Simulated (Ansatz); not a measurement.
Level of theory: Ansatz 0.2.0, DFT PBE, scalar-relativistic, plane waves, PAW. Settings: cutoff 420 eV, Γ-centred meshes spaced at most about 0.3 Å⁻¹, and about 0.25 Å⁻¹ or finer for metals (2π included), Gaussian smearing. No spin polarisation.

Temperature and zero-point effects are left out.

Compare these two cells of B₂As₃, each relaxed at this level.

1.

```xyz
5
Lattice="2.9998 -1.6793 0.0000 2.9998 1.6793 0.0000 -1.9120 0.0000 7.8528" Properties=species:S:1:pos:R:3 pbc="T T T"
B     4.6623    0.0000    2.1280
B    -1.1798    0.0000    6.1077
As    0.8019    0.0000    6.7691
As    2.6641    0.0000    1.4661
As    4.0451    0.0000    4.1429
```

2.

```xyz
10
Lattice="3.4268 0.0000 0.0000 -1.7134 2.9677 0.0000 0.0000 0.0000 15.3230" Properties=species:S:1:pos:R:3 pbc="T T T"
B     1.7134    0.9892   12.4000
B     0.0000    0.0000    9.6355
B     0.0000    1.9785    2.9229
B     0.0000    0.0000    5.6875
As    1.7134    0.9892   14.5611
As    0.0000    0.0000   11.7409
As    0.0000    1.9785    8.9557
As    0.0000    1.9785    0.7618
As    0.0000    0.0000    3.5820
As    1.7134    0.9892    6.3672
```

Question: Which form is favoured at zero pressure, and by what margin per atom?

Answer: Cell 2 is lower, by 24 meV/atom. Cell 1 has space group Cm (No. 8), 15.8 Å³/atom and no gap on its mesh; cell 2 has space group P-3m1 (No. 164), 15.6 Å³/atom and no gap. Cell 1 holds As–As pairs (shortest 2.55 Å); cell 2 holds As–As nets (shortest 2.50 Å). Even the lower one lies +0.26 eV/atom against the reference forms of the elements (uncorrected), so neither is stable at this level. In cell 1, around B on its first site lie 4 As at 2.06–2.11 Å; B on its second site has 4 As at 2.07–2.11 Å; As on its first site is surrounded by 3 B at 2.07–2.09 Å and 1 As at 2.55 Å; 2 more sites not described. In cell 2, around B on its first site lie 4 As at 2.09–2.16 Å; around B on its second site lie 4 As at 2.09–2.11 Å; As on its first site has 1 B at 2.16 Å and 3 As at 2.50 Å; 2 more sites not described. Both come from invented guesses. The lowest form computed isn't among them: it has B and As ordered on diamond sites, space group P-1 (No. 2), 15.5 Å³/atom and lies 48 meV/atom below the best shown.

For metals, differences of a few meV/atom aren't resolved. No dispersion correction is applied, so the spacing and binding between layers, chains or molecules are poorly described (P-3m1), and this can change margins and order among such cells. In Cm an odd number of electrons in the primitive cell allows no gap without spin; a larger cell or a magnetic state could open one. Cells relaxed within their symmetry can be saddle points. Some candidate types were left out of the draw beforehand, so a known form may be missing.
